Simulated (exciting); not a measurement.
Consider SrO, space group Fm-3m.

```
Sr O
1.0
     0.00000    2.56630    2.56630
     2.56630    0.00000    2.56630
     2.56630    2.56630    0.00000
Sr O
1 1
Direct
  0.50000 0.50000 0.50000
  0.00000 0.00000 0.00000
```

Absorber: atom 2, with 6 Sr at 2.57 Å (octahedral, site symmetry m-3m). Method: exciting, all-electron LAPW+lo, PBE, exchange and screened direct term (singlet BSE), 5×5×5 shifted k points, 20 conduction bands, |G+q| up to 3 bohr⁻¹, full RPA screening with nempty = 40, Lorentzian half width 0.45 eV.

The database entry behind the starting cell differs from later determinations by our own check (about 0.5 % short), so it need not match the best structure at ambient conditions.

Q: What does the O K spectrum look like, and is there a bound core exciton?

Bound core exciton? Undecided on this mesh: the first bright state (over 5 % of the brightest) lies at -0.26 eV from the Kohn–Sham onset; weaker or dark states reach down to -0.68 eV. Maxima (height): 0.7 eV (1.00), 4.5 eV (0.53), 6.1 eV (0.41), 8.6 eV (0.26), 12.1 eV (0.16) and 18.4 eV (0.39).

Energy from the Kohn–Sham onset, core level to the lowest empty state found on the meshes used; Im ε in relative units:

| E (eV) | Im ε |
| --- | --- |
| -3.5 | 0.02 |
| -3.0 | 0.03 |
| -2.5 | 0.04 |
| -2.0 | 0.05 |
| -1.5 | 0.08 |
| -1.0 | 0.13 |
| -0.5 | 0.27 |
| 0.0 | 0.60 |
| 0.5 | 0.94 |
| 1.0 | 0.94 |
| 1.5 | 0.70 |
| 2.0 | 0.49 |
| 2.5 | 0.38 |
| 3.0 | 0.35 |
| 3.5 | 0.34 |
| 4.0 | 0.42 |
| 4.5 | 0.53 |
| 5.0 | 0.43 |
| 5.5 | 0.39 |
| 6.0 | 0.41 |
| 6.5 | 0.38 |
| 7.0 | 0.28 |
| 7.5 | 0.21 |
| 8.0 | 0.20 |
| 8.5 | 0.25 |
| 9.0 | 0.19 |
| 9.5 | 0.15 |
| 10.0 | 0.13 |
| 10.5 | 0.11 |
| 11.0 | 0.11 |
| 11.5 | 0.13 |
| 12.0 | 0.16 |
| 12.5 | 0.14 |
| 13.0 | 0.11 |
| 13.5 | 0.09 |
| 14.0 | 0.07 |
| 14.5 | 0.08 |
| 15.0 | 0.10 |
| 15.5 | 0.15 |
| 16.0 | 0.22 |
| 16.5 | 0.28 |
| 17.0 | 0.27 |
| 17.5 | 0.34 |
| 18.0 | 0.38 |
| 18.5 | 0.39 |
| 19.0 | 0.36 |
| 19.5 | 0.32 |
| 20.0 | 0.18 |
| 20.5 | 0.12 |
| 21.0 | 0.11 |
| 21.5 | 0.11 |
| 22.0 | 0.11 |
| 22.5 | 0.11 |
| 23.0 | 0.10 |
| 23.5 | 0.10 |
| 24.0 | 0.11 |
| 24.5 | 0.10 |
| 25.0 | 0.10 |

Binding energies aren't converged on 125 k points. Exchange and the short-range direct term aren't converged in the kernel cutoff. The zero comes from the shifted mesh, which comes near the band minimum without meeting it. The structure is a published determination, not relaxed.

[Banner, clock and machine lines of the logs are left out without a mark of their own.]

[Logs are printed without paths, hosts, clocks, repeated set-up lines and the standing remarks that a program may print on its own settings, such as how far it seeks lower states.]

[Hosts, paths, dates, database ids (printed as entryN), source tags and the programs' standing remarks are cut or masked in the printed files.]
